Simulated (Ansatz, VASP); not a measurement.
Given: the input of a run of Ansatz 0.2.0 on KF.

The input input.yaml:

```yaml
crystal:
  lattice:
    - [3.3228723057, 0.0, 0.0]
    - [0.0, 3.3228723057, 0.0]
    - [0.0, 0.0, 3.3228723057]
  atoms:
    - { symbol: K, position: [0.0, 0.0, 0.0] }
    - { symbol: F, position: [0.5, 0.5, 0.5] }
hamiltonian:
  xc: pbe
  pseudopotentials: { kind: paw }
kpoints:
  mp_grid: { grid: [8, 8, 8] }
scf:
  occupations: { method: fermi_dirac, width: 0.05 }
output:
  forces: true
  stress: true
  eigenvalues: true
```

Potentials or basis: Ansatz PAW.

Run with:

```bash
$ ansatz run input.yaml --threads 1 --pin off --max-ram 3584MiB --backend cpu --events-out ev --progress --plain --runs-dir out
```

Problem. Translate it to VASP 6.6.1. Potentials there: VASP PAW PBE potentials, release 64 (K_sv, F).

Solution. As run (the cutoff follows the program's own potentials):

The input INCAR:

```
PREC = Accurate
ENCUT = 520
EDIFF = 1E-7
ISMEAR = -1
SIGMA = 0.05
LREAL = F
LASPH = T
NELM = 80
ALGO = Normal
ISIF = 2
LWAVE = F
LCHARG = F
GGA = PE
NBANDS = 15
```

File KPOINTS:

```
regular mesh
0
Gamma
  8 8 8
```

File POSCAR:

```
KF
1.0
    3.3228723057      0.0000000000      0.0000000000
    0.0000000000      3.3228723057      0.0000000000
    0.0000000000      0.0000000000      3.3228723057
K F
1 1
Direct
    0.0000000000      0.0000000000      0.0000000000
    0.5000000000      0.5000000000      0.5000000000
```

Potentials or basis: VASP PAW PBE potentials, release 64 (K_sv, F).

Command:

```console
$ cat potpaw_PBE.64/K_sv/POTCAR potpaw_PBE.64/F/POTCAR > POTCAR
$ mpirun -np 1 vasp_std > vasp.out
```

Both were run:

|  | VASP | Ansatz | Ansatz less VASP |
| --- | --- | --- | --- |
| gap on the k mesh at the Fermi level (eV) | 5.88 | 5.89 | +0.014 |
| least direct gap on the mesh (eV) | 5.94 | 5.95 | +0.014 |
| pressure (GPa) | -1.7 | -1.7 | +0.03 |

Caveats: the pressure holds a Pulay correction of +0.3 GPa for the finite cutoff (Ansatz). A k mesh can miss the band edges.
